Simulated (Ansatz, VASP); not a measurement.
# One calculation of Al, two programs

```xyz
1
Lattice="-1.6262 1.6262 1.6262 1.6262 -1.6262 1.6262 1.6262 1.6262 -1.6262" Properties=species:S:1:pos:R:3 pbc="T T T"
Al    0.0000    0.0000    0.0000
```

Alike in both runs: task single point; functional revPBE; k mesh 15 × 15 × 15; occupations fermi-dirac, width 0.1 eV; no spin polarisation.

|  | VASP | Ansatz |
| --- | --- | --- |
| version | VASP 6.6.1 | Ansatz 0.2.0 |
| potentials or method | VASP PAW PBE potentials, release 64 (Al) | plane waves (420 eV) with PAW, scalar-relativistic |
| plane-wave cutoff (eV) | 520 | 420 |
| valence electrons in the cell | 3 | 3 |

Ansatz gave:

| Property | Result |
| --- | --- |
| pressure (GPa) | -0.1 |

Q: What did VASP give for the same quantities?

A: Pressure (GPa): -0.3.

Caveats: the PAW data sets were made with another functional, which shifts forces and pressure a little (VASP).
